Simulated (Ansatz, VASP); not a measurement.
# Cross-check of GaSb between VASP and Ansatz

One calculation is typed for both programs; each brings its own data sets and cutoff. How far apart do they land? The cell is taken from a series of VASP runs on this material, whose earlier steps may have relaxed, scaled or displaced it; both programs get it as it stands.

Method: plane waves, with VASP 6.6.1 beside it; zone-centre phonons at PBEsol and relaxation of cell and atoms at PBEsol with D3(BJ), in Ansatz 0.2.0.

**1. Set-up**

The structure is cubic, space group F-43m (No. 216). The conventional cell has a = 6.112 Å, b = 6.112 Å, c = 6.112 Å, α = 90.00°, β = 90.00°, γ = 90.00°. Nearest to Sb lie 4 Ga at 2.65 Å. Nearest to Ga lie 4 Sb at 2.65 Å. Farther neighbours are not listed.

**2. Ansatz: zone-centre phonons, PBEsol**

Ansatz runs on its default PAW (the set named soft_2) files.

Second derivatives magnify differences that forces hide, and they need a tight electronic threshold.

Input file input.yaml:

```yaml
crystal:
  lattice:
    - [0.0, 3.0562063436, 3.0562063436]
    - [3.0562063436, 0.0, 3.0562063436]
    - [3.0562063436, 3.0562063436, 0.0]
  atoms:
    - { symbol: Sb, position: [0.75, 0.75, 0.75] }
    - { symbol: Ga, position: [0.0, 0.0, 0.0] }
hamiltonian:
  xc: pbesol
  pseudopotentials: { kind: paw }
kpoints:
  mp_grid: { grid: [12, 12, 12] }
scf:
  occupations: { method: methfessel_paxton, width: 0.15 }
phonons:
  method: dfpt
  qpoints: [[0, 0, 0]]
```

Command:

```console
$ ansatz run input.yaml --threads 4 --pin off --max-ram 9216MiB --backend cpu --events-out ev --progress --plain --runs-dir out
```

Numbers of over 12 decimals in the logs are rounded to 6 here.

The program printed:

```text
zone centre: on kpoints.mp_grid the ground state, and the responses unless they are solved on pairs of k-points, stand on 163 of the mesh's 1728 k-points, reduced under 8 symmetry operations, with k and −k counted as one. Each operation leaves every solved displacement unchanged or reverses it
Engine: ansatz 0.2.0, aarch64-unknown-linux-gnu
Pseudopotentials: kind: paw
Pseudopotential: Sb, paw, valence charge 15, recommended cutoff 420 eV (normal), Sb.paw.azcp
Pseudopotential: Ga, paw, valence charge 13, recommended cutoff 420 eV (normal), Ga.paw.azcp
Functional definition: PBEsol
  exchange = pbesol_x
  correlation = pbesol_c
Crystal: 2 atoms, lattice volume = 57.092 Å³
Basis set: ecut = 420 eV, 1139 PW (Γ), exchange–correlation on 60×60×60 points (8 copies of the dense FFT grid, shifted against one another)
Bands: 18, of which v1, the nominal top of the filled ones, is band 14 counted from 1 (13 counted from 0)
Symmetry: 24 space group operations
k-points: 163 of 1728 (irreducible under 8 space group operations, time reversal used)
Non-local potential: Sb, projectors of the file, l = 0: 2, l = 1: 2, l = 2: 2, l = 3: 2
Non-local potential: Ga, projectors of the file, l = 0: 2, l = 1: 2, l = 2: 3, l = 3: 1
PAW form: soft (Blöchl's): semilocal exchange-correlation on the pseudo side does not see the compensation charge
PAW frozen core: Sb, regenerated for the run's functional, and the local potential with it (the file was generated under x = pbe(κ = 0.804, μ = 0.219515), c = pbe(β = 0.066725))
PAW frozen core: Ga, regenerated for the run's functional, and the local potential with it (the file was generated under x = pbe(κ = 0.804, μ = 0.219515), c = pbe(β = 0.066725))
PAW one-centre angular grid: Sb, 590 points (default); XC on 64 Gauss nodes
PAW one-centre angular grid: Ga, 590 points (default); XC on 64 Gauss nodes
Initial density: superposition of atomic densities (neutral atoms: chi_scale 0, normalization atom), corrected by the library's trained network
Initial wavefunctions: pseudopotential atomic-orbital guess
Functional: x = pbesol(κ = 0.804, μ = 0.123457), c = pbesol(β = 0.046)
SCF iter   1: F=—  HF=-10151.537165 eV  |F-HF|=—  |Δ(HF+E_count)|=         —  Δρ=2.60e-3  dr2=5.20e-3  ethr=1.77e-3  ⟨swp⟩=5.2  Hψ=14258  notcnv=0
preconditioner: auto → none  [insulator: Δε(μ)=0.343 eV  Ē_g=14.515 eV  σ=0.150 eV  W_gap=0.60  n_scr=14 (ndim 8)  ℏωp=20.8 eV  f_vac=0.091  D(μ)=0.05/eV (n_scr^D=0)  ε∞_Penn≈3.1]
SCF iter   2: F=—  HF=-10151.534186 eV  |F-HF|=—  |Δ(HF+E_count)|=   2.98e-3  S|Δr|=    0.00e0  Δρ=1.17e-3  dr2=6.04e-4  ethr=1.86e-5  ⟨swp⟩=2.0  Hψ=5574  notcnv=0
SCF iter   3: F=—  HF=-10151.534351 eV  |F-HF|=—  |Δ(HF+E_count)|=   1.64e-4  S|Δr|=    0.00e0  Δρ=3.06e-4  dr2=4.87e-5  ethr=2.16e-6  ⟨swp⟩=2.5  Hψ=4977  notcnv=0
SCF iter   4: F=—  HF=-10151.534351 eV  |F-HF|=—  |Δ(HF+E_count)|=   4.25e-7  S|Δr|=    0.00e0  Δρ=1.79e-4  dr2=1.23e-5  ethr=1.74e-7  ⟨swp⟩=2.0  Hψ=4402  notcnv=0
SCF iter   5: F=—  HF=-10151.534349 eV  |F-HF|=—  |Δ(HF+E_count)|=   1.79e-6  S|Δr|=    0.00e0  Δρ=6.90e-5  dr2=1.66e-6  ethr=4.38e-8  ⟨swp⟩=2.0  Hψ=4469  notcnv=0
SCF iter   6: F=—  HF=-10151.534350 eV  |F-HF|=—  |Δ(HF+E_count)|=   9.86e-7  S|Δr|=    0.00e0  Δρ=1.48e-5  dr2=7.75e-8  ethr=5.92e-9  ⟨swp⟩=2.0  Hψ=4402  notcnv=0
SCF iter   7: F=—  HF=-10151.534350 eV  |F-HF|=—  |Δ(HF+E_count)|=   5.25e-8  S|Δr|=    0.00e0  Δρ=1.43e-6  dr2=1.03e-9  ethr=2.77e-10  ⟨swp⟩=2.0  Hψ=5205  notcnv=0
SCF iter   8: F=—  HF=-10151.534350 eV  |F-HF|=—  |Δ(HF+E_count)|=   1.32e-9  S|Δr|=    0.00e0  Δρ=1.93e-7  dr2=1.85e-11  ethr=3.69e-12  ⟨swp⟩=2.0  Hψ=4404  notcnv=0
SCF iter   9: F=-10151.534350 eV  HF=-10151.534350 eV  |F-HF|=1.82e-12  |Δ(HF+E_count)|=  5.46e-12  S|Δr|=    0.00e0  Δρ=3.27e-8  dr2=3.25e-13  ethr=1.00e-12  ⟨swp⟩=6.0  Hψ=13014  notcnv=0
SCF 1 converged in 9 iterations: F = -10151.534350 eV  dr2 = 3.25e-13
  greatest PAW one-centre occupation: 0.996 electrons in one spin orbital (limit 2), on the Sb atom at site 0 (counted from 0), in its partial waves of l = 2
DFPT response loops at Γ: preconditioner auto → Kerker (q_TF=auto, 2.423 Å⁻¹) (partly filled bands, converged f_vac=0.077); β = 1.00, the filter's whole step (`scf.mixing.beta` (0.50) is not read by the response loops under this deck's `scf.mixing.preconditioner`; to damp them name `kerker` or `kerker_dos`, under which they read `scf.mixing.beta`, and type it under 1.00, their step now; both keys bind the ground state too); Broyden in place of MSR1
SCF converged after 9 iterations
Stability not checked: this state was not tested for a lower state beside it, because cold or Methfessel-Paxton smearing, or corrected tetrahedra, fill the levels in a way that the test cannot read (fill_not_monotonic; see scf.lower_state_search)
Free energy (F): -10151.534350 eV
Harris-Foulkes:  -10151.534350 eV  (|F-HF|=1.82e-12)
Internal energy: -10151.534516 eV  (E = F + TS)
E sigma→0 (E₀):  -10151.534392 eV
Entropy (-TS):   0.000166 eV (0.083 meV/atom)
Fermi energy:    7.616930 eV
Step filling:    the computed levels leave a gap of 0.0000 eV = 0.0 smearing widths at the electron count; against every level under it full and every level over it empty, smearing changes F+E_penalty+E_count by +0.057 meV and its σ→0 estimate by +0.016 meV
--- Per-component energies (eV) ---
  E_band       = -263.741022
  E_kinetic    = 323.610020
  E_local      = -3913.052949  (includes V_loc(G=0)·N_el)
  E_nonlocal   = 790.173672
  E_hartree    = 1798.180942
  E_xc         = -205.833590
  E_vxc        = -154.524886  (∫ρ·V_xc dr)
  E_paw        = -6449.608530  (= ΣΔE_a)
  E_vpaw       = -906.308638  (= ΣTr[D̂ρ^β])
  E_aug_tail   = -0.000103  (compensation charges beyond the density's cutoff)
  E_ewald      = -2496.198812
  E_core_change = 1.194835  (= ΣΔE_core)
  E_smearing   = 0.000166  (= −TS)
  E_closure    = -0.000000  (closes the sum)
  Σ components = -10151.534350   (vs F -10151.534350, Δ=0.00e0)
--- Band table (eV; the first three rows and the last of 163) ---
  k-point 0: bands = [... 10 lower, -3.9243, 7.5967, 7.5987, 7.5987, 7.5987, 10.3682, 10.3682, 10.3682]
  k-point 1: bands = [... 10 lower, -3.8524, 6.2742, 7.4746, 7.4746, 8.4754, 10.5388, 10.5388, 10.6138]
  k-point 2: bands = [... 10 lower, -3.6409, 4.8750, 7.1943, 7.1943, 8.5791, 10.9124, 10.9124, 11.5129]
  k-point 162: bands = [... 10 lower, -1.4207, 0.9127, 4.2175, 4.4391, 11.2732, 11.8532, 11.9778, 12.3064]
--- Phonons (Γ-DFPT): 2 representative perturbations + reference, on 163 of 1728 k-points (Σ response iterations 6) ---
  k mesh reduced under 8 symmetry operations, with k and −k counted as one. Each operation leaves every solved displacement unchanged or reverses it
  ASR residual: 1.259e-5 → 0.000e0 eV/Å²; symmetrization residual: 2.000e-5 eV/Å²
  ASR residual per site (eV/Å²): 4.38e-6 1.26e-5
  Γ frequencies (cm⁻¹): 0.00 0.00 0.00 217.56 217.56 217.56
  non-analytic LO–TO correction: not included (Born effective charges unavailable; polar crystals: no LO–TO splitting at Γ)
--- Phonons (arbitrary-q DFPT): 1 explicit q-point ---
  q = [0, 0, 0] (of the zone-centre solve; hermiticity 5.18e-6, symmetrization 3.11e-13): 0.00 0.00 0.00 217.56 217.56 217.56
  sum rule: each row above includes the acoustic sum rule's correction from the zone centre's row sums; it moved no ω² by more than (0.22 cm⁻¹)²
```

Wall time 15 s (4 threads of Arm Neoverse V1, shared host); peak memory 0.8 GiB; 57 s of CPU time.

**3. VASP: zone-centre phonons, PBEsol**

The same cell, functional, mesh and smearing now go to VASP, with its own data sets and cutoff.

Lines of VASP's logs that name or quote its potential files are left out, and so is its time.

Input file INCAR:

```
SYSTEM = GaSb
PREC = Accurate
ENCUT = 450
EDIFF = 1E-08
NELM = 100
ISMEAR = 1
SIGMA = 0.15
LREAL = .FALSE.
ALGO = Normal
GGA = PS
NBANDS = 15
LORBIT = 11
LWAVE = .FALSE.
LCHARG = .FALSE.
KPAR = 4
IBRION = 8
ISIF = 2
```

Input file POSCAR:

```
GaSb
1.0
    0.0000000000      3.0562063436      3.0562063436
    3.0562063436      0.0000000000      3.0562063436
    3.0562063436      3.0562063436      0.0000000000
Sb Ga
1 1
Direct
    0.7500000000      0.7500000000      0.7500000000
    0.0000000000      0.0000000000      0.0000000000
```

Input file KPOINTS:

```
Automatic mesh
0
Gamma
12 12 12
0 0 0
```

PAW data sets: Sb and Ga_d (PBE family, release 64).

Command:

```console
$ mpirun -np 4 vasp_std
```

The program printed:

```text
[banner, memory and clock lines left out]
running    4 mpi-ranks, on    1 nodes
 distrk:  each k-point on    1 cores,    4 groups
 distr:  one band on    1 cores,    1 groups

 POSCAR found type information on POSCAR SbGa
 POSCAR found :  2 types and       2 ions
|                                                                             |
|               ----> ADVICE to this user running VASP <----                  |
|                                                                             |
|     You enforced a specific xc type in the INCAR file but a different       |
|     [... a line on the potential file left out ...]
|     I HOPE YOU KNOW WHAT YOU ARE DOING!                                     |
|                                                                             |

 LDA part: xc-table for (Slater+PW92), standard interpolation
 POSCAR, INCAR and KPOINTS ok, starting setup
 FFT: planning ... GRIDC
 FFT: planning ... GRID_SOFT
 FFT: planning ... GRID
 WAVECAR not read
 entering main loop
       N       E                     dE             d eps       ncg     rms          rms(c)
DAV:   1     0.766257321596E+02    0.76626E+02   -0.81490E+03  2160   0.135E+03
DAV:   2    -0.247498935387E+01   -0.79101E+02   -0.76492E+02  2482   0.286E+02
DAV:   3    -0.815283806526E+01   -0.56778E+01   -0.56614E+01  2650   0.642E+01
DAV:   4    -0.825218510091E+01   -0.99347E-01   -0.99333E-01  2600   0.959E+00
DAV:   5    -0.825451162823E+01   -0.23265E-02   -0.23265E-02  2862   0.130E+00    0.314E+00
DAV:   6    -0.817981052403E+01    0.74701E-01   -0.87834E-02  2763   0.520E+00    0.184E+00
DAV:   7    -0.815375639198E+01    0.26054E-01   -0.44515E-02  2769   0.198E+00    0.366E-01
DAV:   8    -0.815377710302E+01   -0.20711E-04   -0.48870E-03  2789   0.877E-01    0.100E-01
DAV:   9    -0.815405805101E+01   -0.28095E-03   -0.44948E-04  2482   0.174E-01    0.380E-02
DAV:  10    -0.815405159619E+01    0.64548E-05   -0.19289E-05  2827   0.397E-02    0.108E-02
DAV:  11    -0.815406086594E+01   -0.92697E-05   -0.12241E-05  2489   0.251E-02    0.420E-03
DAV:  12    -0.815406100752E+01   -0.14159E-06   -0.48303E-07  2748   0.683E-03    0.720E-04
DAV:  13    -0.815406100239E+01    0.51368E-08   -0.44420E-08  2511   0.140E-03
   1 F= -.81540610E+01 E0= -.81541183E+01  d E =0.171908E-03
 Linear response reoptimize wavefunctions to high precision
DAV:   1    -0.815406104623E+01   -0.43844E-07   -0.45922E-09  2796   0.893E-04
DAV:   2    -0.815406104622E+01    0.10004E-10   -0.18526E-10  1738   0.117E-04
 Linear response DOF=           2
 Linear response progress:
  Degree of freedom:   1/  2
       N       E                     dE             d eps       ncg     rms          rms(c)
RMM:   1    -0.284023605835E-01   -0.28402E-01    0.54034E-03 16681   0.135E+00
RMM:   2    -0.256603282857E-01    0.27420E-02   -0.35747E-03 15394   0.374E-01    0.656E-02
RMM:   3    -0.256038908856E-01    0.56437E-04   -0.21118E-04 16913   0.998E-02    0.358E-02
RMM:   4    -0.256492991308E-01   -0.45408E-04   -0.47116E-05 17094   0.428E-02    0.443E-03
RMM:   5    -0.256577996144E-01   -0.85005E-05   -0.66819E-06 17713   0.147E-02    0.283E-03
RMM:   6    -0.256508414742E-01    0.69581E-05   -0.23545E-07 16756   0.488E-03    0.729E-04
RMM:   7    -0.256497669968E-01    0.10745E-05    0.31381E-08 17399   0.150E-03    0.226E-04
RMM:   8    -0.256493014449E-01    0.46555E-06   -0.27266E-08 16911   0.546E-04    0.618E-05
RMM:   9    -0.256493253905E-01   -0.23946E-07   -0.67760E-09 17391   0.203E-04    0.237E-05
RMM:  10    -0.256493687735E-01   -0.43383E-07   -0.56483E-10 16653   0.804E-05    0.146E-06
RMM:  11    -0.256493644096E-01    0.43638E-08   -0.10257E-09 17266   0.318E-05    0.290E-06
 first order change of Fermi-energy   0.23720E-03
 force on displaced ion       1 direction 1 :  -7.805   0.000   0.000
 Linear response progress:
  Degree of freedom:   2/  2
       N       E                     dE             d eps       ncg     rms          rms(c)
RMM:   1    -0.166033049079E+00   -0.16603E+00    0.64518E-02 10460   0.799E+00
RMM:   2    -0.164953900636E+00    0.10791E-02   -0.27977E-02 15700   0.133E+00    0.391E-02
RMM:   3    -0.164954356378E+00   -0.45574E-06   -0.33447E-03 16376   0.407E-01    0.265E-02
RMM:   4    -0.164807588620E+00    0.14677E-03   -0.13086E-03 17731   0.186E-01    0.119E-02
RMM:   5    -0.164806787916E+00    0.80070E-06   -0.56379E-05 17326   0.501E-02    0.452E-03
RMM:   6    -0.164813664208E+00   -0.68763E-05    0.11893E-05 17320   0.209E-02    0.390E-04
RMM:   7    -0.164813269840E+00    0.39437E-06   -0.12109E-05 17065   0.912E-03    0.540E-04
RMM:   8    -0.164815101283E+00   -0.18314E-05   -0.40770E-06 17194   0.422E-03    0.154E-04
RMM:   9    -0.164816399822E+00   -0.12985E-05   -0.41579E-06 17051   0.198E-03    0.767E-05
RMM:  10    -0.164816954074E+00   -0.55425E-06   -0.12039E-06 17404   0.101E-03    0.247E-05
RMM:  11    -0.164816897961E+00    0.56112E-07   -0.68761E-07 17294   0.504E-04    0.966E-06
RMM:  12    -0.164816848105E+00    0.49856E-07   -0.47931E-07 17478   0.264E-04    0.138E-05
RMM:  13    -0.164816962073E+00   -0.11397E-06   -0.41882E-08 17027   0.150E-04    0.207E-06
RMM:  14    -0.164816903947E+00    0.58126E-07    0.40367E-08 17017   0.915E-05    0.533E-06
RMM:  15    -0.164816930068E+00   -0.26120E-07   -0.44717E-08 17617   0.625E-05    0.292E-06
RMM:  16    -0.164816948677E+00   -0.18609E-07   -0.23810E-08 17776   0.485E-05    0.379E-07
RMM:  17    -0.164816947724E+00    0.95266E-09   -0.24570E-08 16723   0.405E-05    0.709E-07
 first order change of Fermi-energy   0.31051E-04
 force on displaced ion       2 direction 1 :  -7.821   0.000   0.000
 Linear response finished
```

Parts of OUTCAR (step 3):

```text
ion  position               nearest neighbor table
   1  0.750  0.750  0.750-   2 2.65   2 2.65   2 2.65   2 2.65
   2  0.000  0.000  0.000-   1 2.65   1 2.65   1 2.65   1 2.65

  LATTYP: Found a face centered cubic cell.
 ALAT       =     6.1124126872

 Subroutine GETGRP returns: Found 24 space group operations
 (whereof 24 operations were pure point group operations)

The static configuration has the point symmetry T_d .

 Found     72 irreducible k-points:

   k-points           NKPTS =     72   k-points in BZ     NKDIM =     72   number of bands    NBANDS=     15

   dimension x,y,z NGX =    30 NGY =   30 NGZ =   30
   dimension x,y,z NGXF=    60 NGYF=   60 NGZF=   60

   ENCUT  =  450.0 eV  33.07 Ry    5.75 a.u.   7.48  7.48  7.48*2*pi/ulx,y,z

   NELECT =      18.0000    total number of electrons

 k-points in reciprocal lattice and weights: Automatic mesh
   0.00000000  0.00000000  0.00000000       0.001
   0.08333333  0.00000000  0.00000000       0.005
   0.16666667  0.00000000  0.00000000       0.005
   0.25000000  0.00000000  0.00000000       0.005
   0.33333333  0.00000000  0.00000000       0.005
   0.41666667  0.00000000  0.00000000       0.005
   0.50000000  0.00000000  0.00000000       0.002
   0.08333333  0.08333333  0.00000000       0.003
   0.16666667  0.08333333  0.00000000       0.014
[...]
-0.33333333  0.50000000  0.16666667       0.007
  -0.25000000  0.50000000  0.25000000       0.003

 average (electrostatic) potential at core
       1 -87.4685       2 -65.5233

  Total       -0.0007953     -0.0007953     -0.0007953      0.0000000      0.0000000      0.0000000
  in kB       -0.0223184     -0.0223184     -0.0223184      0.0000000      0.0000000      0.0000000
  external PRESSURE =      -0.0223184 kB  Pullay stress =       0.0000000 kB

  energy-cutoff  :      450.00
  volume of cell :       57.09
      direct lattice vectors                 reciprocal lattice vectors
     0.000000000  3.056206344  3.056206344    -0.163601519  0.163601519  0.163601519
     3.056206344  0.000000000  3.056206344     0.163601519 -0.163601519  0.163601519
     3.056206344  3.056206344  0.000000000     0.163601519  0.163601519 -0.163601519

 POSITION                                       TOTAL-FORCE (eV/Angst)
 -----------------------------------------------------------------------------------
      4.58431      4.58431      4.58431         0.000000     -0.000000      0.000000
      0.00000      0.00000      0.00000        -0.000000      0.000000     -0.000000
 -----------------------------------------------------------------------------------
    total drift:                               -0.000000     -0.000000     -0.000000

 Eigenvectors and eigenvalues of the dynamical matrix
 ----------------------------------------------------

   1 f  =    6.563827 THz    41.241740 2PiTHz  218.945694 cm-1    27.145794 meV
             X         Y         Z           dx          dy          dz
      4.584310  4.584310  4.584310     0.000000    0.603047    0.000000
      0.000000  0.000000  0.000000     0.000000   -0.797706    0.000000

   2 f  =    6.563827 THz    41.241740 2PiTHz  218.945694 cm-1    27.145794 meV
             X         Y         Z           dx          dy          dz
      4.584310  4.584310  4.584310    -0.603047    0.000000    0.000000
      0.000000  0.000000  0.000000     0.797706    0.000000    0.000000

   3 f  =    6.563827 THz    41.241740 2PiTHz  218.945694 cm-1    27.145794 meV
             X         Y         Z           dx          dy          dz
      4.584310  4.584310  4.584310     0.000000    0.000000   -0.603047
      0.000000  0.000000  0.000000     0.000000    0.000000    0.797706

   4 f/i=    0.003237 THz     0.020341 2PiTHz    0.107987 cm-1     0.013389 meV
             X         Y         Z           dx          dy          dz
      4.584310  4.584310  4.584310     0.797706    0.000000    0.000000
      0.000000  0.000000  0.000000     0.603047    0.000000    0.000000

   5 f/i=    0.003237 THz     0.020341 2PiTHz    0.107987 cm-1     0.013389 meV
             X         Y         Z           dx          dy          dz
      4.584310  4.584310  4.584310     0.000000   -0.797706    0.000000
      0.000000  0.000000  0.000000     0.000000   -0.603047    0.000000

   6 f/i=    0.003237 THz     0.020341 2PiTHz    0.107987 cm-1     0.013389 meV
             X         Y         Z           dx          dy          dz
      4.584310  4.584310  4.584310     0.000000    0.000000    0.797706
      0.000000  0.000000  0.000000     0.000000    0.000000    0.603047

 ELASTIC MODULI CONTR FROM IONIC RELAXATION (kBar)
 Direction    XX          YY          ZZ          XY          YZ          ZX
 --------------------------------------------------------------------------------
 XX          -0.0000      0.0000      0.0000     -0.0000      0.0000     -0.0000
 YY           0.0000     -0.0000      0.0000     -0.0000     -0.0000      0.0000
 ZZ           0.0000      0.0000     -0.0000      0.0000     -0.0000     -0.0000
 XY          -0.0000     -0.0000      0.0000   -168.0428     -0.0000     -0.0000
 YZ           0.0000     -0.0000     -0.0000     -0.0000   -168.0428     -0.0000
 ZX          -0.0000      0.0000     -0.0000     -0.0000     -0.0000   -168.0428
 --------------------------------------------------------------------------------
```

The PAW data sets were made with PBE, which is usual practice but a small mismatch for other functionals.

**4. Differences**

Known differences besides the potentials themselves: the data sets hold 28 valence electrons in Ansatz (default PAW (the set named soft_2) files) and 18 in VASP; the cutoff is 420 eV in Ansatz and 450 eV in VASP; Ansatz makes its cores anew for this functional, VASP keeps those of its PBE data sets; VASP leaves aspherical gradient terms in its spheres out (LASPH is not set), Ansatz keeps them. Total energies have different zeros and are not compared.

The two programs side by side:

```tsv
quantity	Ansatz	VASP	difference
optical mode 1 to 3 (cm⁻¹)	217.6	218.9	-0.63 %
```

Modes are paired by rising frequency and degeneracy, not by their patterns, so a pair may still set unlike modes beside each other.

[end of part 1 of 2]

[Lines on the potential files, build, host, timing and source positions are cut from VASP's logs without a mark.]

[Logs are printed without paths, hosts, clocks, repeated set-up lines and the standing remarks that a program may print on its own settings, such as how far it seeks lower states.]

[Hosts, paths, dates, database ids (printed as entryN), source tags and the programs' standing remarks are cut or masked in the printed files.]
